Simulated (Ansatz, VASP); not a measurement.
One calculation of InAs, two programs

```xyz
2
Lattice="0.0000 3.1238 3.1238 3.1238 0.0000 3.1238 3.1238 3.1238 0.0000" Properties=species:S:1:pos:R:3 pbc="T T T"
In    0.0000    0.0000    0.0000
As    1.5619    1.5619    1.5619
```

Alike in both runs: task single point; functional PBE; k mesh 12 × 12 × 12; occupations gaussian, width 0.1 eV; no spin polarisation.

|  | VASP | Ansatz |
| --- | --- | --- |
| version | VASP 6.6.1 | Ansatz 0.2.0 |
| potentials or method | VASP PAW PBE potentials, release 64 (In_d, As) | scalar-relativistic, plane waves, PAW |
| plane-wave cutoff (eV) | 520 | 420 |
| valence electrons in the cell | 18 | 28 |

```tsv
	VASP	Ansatz	Ansatz less VASP
gap on the k mesh at the Fermi level (eV)	none	none	-
pressure (GPa)	-1.3	-1.3	-0.04
```

A gap of «none» marks a metal or a gap that the smearing closes. With one functional, cell and mesh, what is left measures potentials, basis and numerics. The two sets of potentials don't hold the same shells in valence.

Caveats: this crystal is a semiconductor, whose small gap the functional closes, so the metal is an error of the method.
